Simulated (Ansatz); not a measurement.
LiF (started from an entry of an open crystallographic database), relaxed with r2SCAN, was run in Ansatz 0.2.0 under altered settings. All numbers are computed, without spin polarisation but where a row says otherwise.

```
Li F
1.0
     0.00000    1.99487    1.99487
     1.99487    0.00000    1.99487
     1.99487    1.99487    0.00000
Li F
1 1
Direct
  0.00000 0.00000 0.00000
  0.50000 0.50000 0.50000
```

The base run's other keys:
```yaml
kpoints:
  mp_grid: { grid: [6, 6, 6] }
hamiltonian:
  xc: hse06
scf:
  occupations: { method: fixed }
  n_extra_bands: 4
```

It takes 11 iterations with 331 plane waves at 420 eV and 16 k points, and leaves a mean stress of +1.20 GPa. The gap over this mesh is 11.675 eV.

Outcomes, with energy and stress as changes against the base:
```csv
setting,outcome,ΔF (meV/atom),Δ mean stress (GPa),gap on the mesh (eV),iterations
"PBE hybrid, exx coeff -0.2, unscreened",refused,–,–,–,–
"PBE hybrid, exx coeff 1.0, omega 0.3 1/Å",converged,–,-8.5,17.757,17
"PBE hybrid, exx coeff 0.15, omega 0.2078 1/Å",converged,–,+1.3,10.736,11
"PBE hybrid, exx coeff 0.35, unscreened",converged,–,-1.4,13.687,12
scf.occupations: gaussian 0.05,converged,0.0,0.0,11.675,12
scf.occupations: gaussian 0.5,converged,0.0,0.0,11.675,12
```
A dash marks a value that wasn't obtained or can't be compared. Stress is positive in compression.

- PBE hybrid, exx coeff -0.2, unscreened. The program doesn't start. Error: invalid value for `hamiltonian.xc.exx.coeff`: must be finite and in (0, 1]; got -0.2
- PBE hybrid, exx coeff 1.0, omega 0.3 1/Å. That is 100 % exact exchange, screened with ω = 0.3 1/Å, against HSE06's 25 % screened at 0.208 1/Å. The mean stress moves by -8.5 GPa and the gap on the mesh by +6.082 eV (to 17.757). Totals of different functionals aren't comparable.
- PBE hybrid, exx coeff 0.15, omega 0.2078 1/Å. That is 15 % exact exchange, screened with ω = 0.2078 1/Å, against HSE06's 25 % screened at 0.208 1/Å. The mean stress moves by +1.3 GPa and the gap on the mesh by -0.939 eV (to 10.736). Totals of different functionals aren't comparable.
- PBE hybrid, exx coeff 0.35, unscreened. That is 35 % exact exchange, at all ranges, against HSE06's 25 % screened at 0.208 1/Å. The mean stress moves by -1.4 GPa and the gap on the mesh by +2.012 eV (to 13.687). Totals of different functionals aren't comparable.

Within 1 meV an atom, 0.1 GPa and 0.005 eV of the base stay: scf.occupations: gaussian 0.05; scf.occupations: gaussian 0.5.

The stress of a hybrid is loosely converged in these runs.

The meshes of the hybrids are coarse, so their gaps aren't converged to the digits shown.
